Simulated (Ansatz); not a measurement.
Calculation log, AlN (F-43m) (elastic constants by finite strains)

Method: PBEsol, PAW on Ansatz 0.2.0's default frozen-core files (fitted under PBE), scalar-relativistic.

Cell and atoms were relaxed beforehand by PAW with this functional.

The structure is one entry of a database and needn't be the stable phase.

Command line:

```sh
ansatz run input.yaml --threads 1 --pin off --max-ram 2560MiB --backend cpu --events-out ev --progress --plain --runs-dir out
```

input.yaml:

```yaml
crystal:
  lattice:
    - [0.0, 2.18868119642, 2.18868119642]
    - [2.18868119642, 0.0, 2.18868119642]
    - [2.18868119642, 2.18868119642, 0.0]
  atoms:
    - { symbol: Al, position: [0.0, 0.0, 0.0] }
    - { symbol: "N", position: [0.25, 0.25, 0.25] }
kpoints:
  mp_grid: { grid: [8, 8, 8] }
scf:
  occupations: { method: fixed }
hamiltonian:
  xc: pbesol
  pseudopotentials: { kind: paw }
elastic:
  mode: relaxed_ion
  stencil: two_point
  amplitude: 0.003
```

Output (shortened where marked):

```
Warning: RAYON_NUM_THREADS=1 ignored (pool sized by the plan → 1); use --threads N
Engine: ansatz 0.2.0, x86_64-unknown-linux-gnu
Pseudopotentials: kind: paw
Pseudopotential: Al, paw, valence charge 3, recommended cutoff 420 eV (normal), Al.paw.azcp
Pseudopotential: N, paw, valence charge 5, recommended cutoff 420 eV (normal), N.paw.azcp
Functional definition: PBEsol
  exchange = pbesol_x
  correlation = pbesol_c
Crystal: 2 atoms, lattice volume = 20.969 Å³
Basis set: ecut = 420 eV, 411 PW (Γ), exchange–correlation on 48×48×48 points (8 copies of the dense FFT grid, shifted against one another)
Bands: 8, of which v1, the nominal top of the filled ones, is band 4 counted from 1 (3 counted from 0)
Symmetry: 24 space group operations
Space group: F-43m (ITA 216), of the structure as read, at distance tolerance 2.8e-5 Å
k-points: 29 of 512 (time reversal used)
Non-local potential: Al, projectors of the file, l = 0: 2, l = 1: 2, l = 2: 1
Non-local potential: N, projectors of the file, l = 0: 2, l = 1: 2, l = 2: 1
PAW form: soft (Blöchl's): semilocal exchange-correlation on the pseudo side does not see the compensation charge
[... 152 lines left out ...]
       285.311    157.214    157.214     -0.000      0.000     -0.000
       157.214    285.311    157.214      0.000      0.000     -0.000
       157.214    157.214    285.311      0.000      0.000      0.000
        -0.000      0.000      0.000    178.555     -0.000     -0.000
        -0.000     -0.000     -0.000      0.000    178.555      0.000
        -0.000      0.000     -0.000      0.000      0.000    178.555
  reference stress σ⁰ (GPa):     -0.039     -0.039     -0.039     -0.000      0.000      0.000
  C* (energy form; C + prestress term) asymmetry max|C*_kj − C*_jk| = 8.527e-14 GPa — a small one proves nothing (zero by symmetry where the batch's group is 432, −43m or m−3m); a large one is finite-difference/SCF noise where ...
  moduli (Voigt/Reuss/Hill, GPa): K = 199.91/199.91/199.91   G = 132.75/104.11/118.43   E = 296.70   ν = 0.253
  mechanically stable: yes (min eigenvalue of sym C = 128.10 GPa)
  strain η (Voigt 11):  stress-route row diagonal C_11 = 285.31 GPa, energy-path curvature d²(F+E_count+ΔE)/dδ²/Ω₀ = 286.71 GPa
         δ    σ_11 (GPa)             F (eV)   n_scf  n_hpsi   n_pw
    -3.000e-3      -0.8963        -905.9134564       7    8789    416   relax 0 steps, max|allowed force component| 8.33e-17 eV/Å
     3.000e-3       0.8156        -905.9135121       6    8546    424   relax 0 steps, max|allowed force component| 8.33e-17 eV/Å
  strain η (Voigt 23):  stress-route row diagonal C_44 = 178.56 GPa, energy-path curvature d²(F+E_count+ΔE)/dδ²/Ω₀ = 179.43 GPa
         δ    σ_23 (GPa)             F (eV)   n_scf  n_hpsi   n_pw
    -3.000e-3      -0.5357        -905.9135610       8   13628    420   relax 3 steps, max|allowed force component| 4.63e-7 eV/Å
     3.000e-3       0.5357        -905.9135610       8   13621    420   relax 2 steps, max|allowed force component| 2.02e-7 eV/Å
```

Self-consistency was reached.

**Elastic moduli**

Elastic constants of a crystal by Kohn-Sham DFT: slopes of the stress over finite engineering strains of the given cell, Voigt indices, Cartesian axes as in the input; Hill averages of a grain aggregate, Debye temperature from the mean sound speed over directions.

```
Bulk modulus                     : 199.9 GPa
Shear modulus                    : 118.4 GPa
Young modulus                    : 296.7 GPa
Poisson ratio                    : 0.2526
Bulk over shear modulus          : 1.688
Elastic anisotropy index         : 1.376
Least young modulus              : 173.6 GPa
Largest young modulus            : 412.8 GPa
Longitudinal sound speed         : 10500 m/s
Transverse sound speed           : 6040 m/s
Elastic debye temperature        : 894.1 K
Linear compressibility (x, y, z) : 1.667, 1.667, 1.667 1/TPa
Zener ratio                      : 2.788
Cauchy pressure                  : -21.34 GPa
```

**Elastic constants**

```
Pressure at rest         : 0.039 GPa
Least elastic eigenvalue : 128.1 GPa
Elastically stable       : yes
```

| index | elastic (GPa) |
| --- | --- |
| 11 | 285.3 |
| 12 | 157.2 |
| 44 | 178.6 |

Strained cells:

Stress of each strained cell less that at rest, tension positive.

```
strain component  strain  stress xx (GPa)  stress yy (GPa)  stress zz (GPa)  stress yz (GPa)  stress xz (GPa)  stress xy (GPa)  relaxation steps
              xx  -0.003          -0.8569          -0.4769          -0.4769                0                0                0                 0
              xx   0.003            0.855           0.4663           0.4663                0                0                0                 0
              yz  -0.003           0.0002          -0.0014          -0.0014          -0.5357                0                0                 3
              yz   0.003           0.0002          -0.0014          -0.0014           0.5357                0                0                 2
```

Caveats: frozen-core PAW files fitted under PBE, their cores solved anew for the functional of the run; constants at zero field, no piezoelectric stiffening; this zinc-blende form is metastable at ambient conditions.

Time and hardware: 13 s on 1 thread of AMD EPYC 7R43 64-Core Processor (Zen 3), on a shared host, peak memory 0.36 GiB.
